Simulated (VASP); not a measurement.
A run of VASP 6.6.1:

The input INCAR:

```
PREC     = Accurate       # precision mode
ENCUT    = 520            # plane-wave cutoff, eV
EDIFF    = 1E-7           # SCF threshold, eV
ISMEAR   = 0              # smearing method
SIGMA    = 0.02           # smearing width, eV
LREAL    = F              # projectors in reciprocal space
LASPH    = T              # aspherical terms in the spheres
NELM     = 60             # most SCF steps
ALGO     = Normal         # electronic algorithm
ISIF     = 3              # what is computed and relaxed
LWAVE    = F              # write WAVECAR
LCHARG   = F              # write CHGCAR
GGA      = PE             # functional
IBRION   = 2              # ionic algorithm
NSW      = 80             # ionic steps
EDIFFG   = -0.002         # ionic threshold
KPAR     = 4
```

The input KPOINTS:

```
regular mesh
0
Gamma
  10 10 10
```

File POSCAR:

```
ZnS
1.0
    0.0000000000      2.7020000000      2.7020000000
    2.7020000000      0.0000000000      2.7020000000
    2.7020000000      2.7020000000      0.0000000000
Zn S
1 1
Direct
    0.2500000000      0.2500000000      0.2500000000
    0.0000000000      0.0000000000      0.0000000000
```

Potentials or basis: VASP PAW PBE potentials, release 64 (Zn, S).

Command:

```sh
$ cat potpaw_PBE.64/Zn/POTCAR potpaw_PBE.64/S/POTCAR > POTCAR
$ mpirun -np 4 vasp_std > vasp.out
```

Hardware: 4 MPI ranks on AMD EPYC 7R13 Processor (Zen 3), with other jobs on the host.

**Question.** Estimate the wall time of this run.

**Answer.** Wall time 21 s on 4 MPI ranks on AMD EPYC 7R13 Processor (Zen 3) (shared host), peak memory 0.14 GiB a rank. Counts: scf iterations 31, k points 47, ion steps 3.
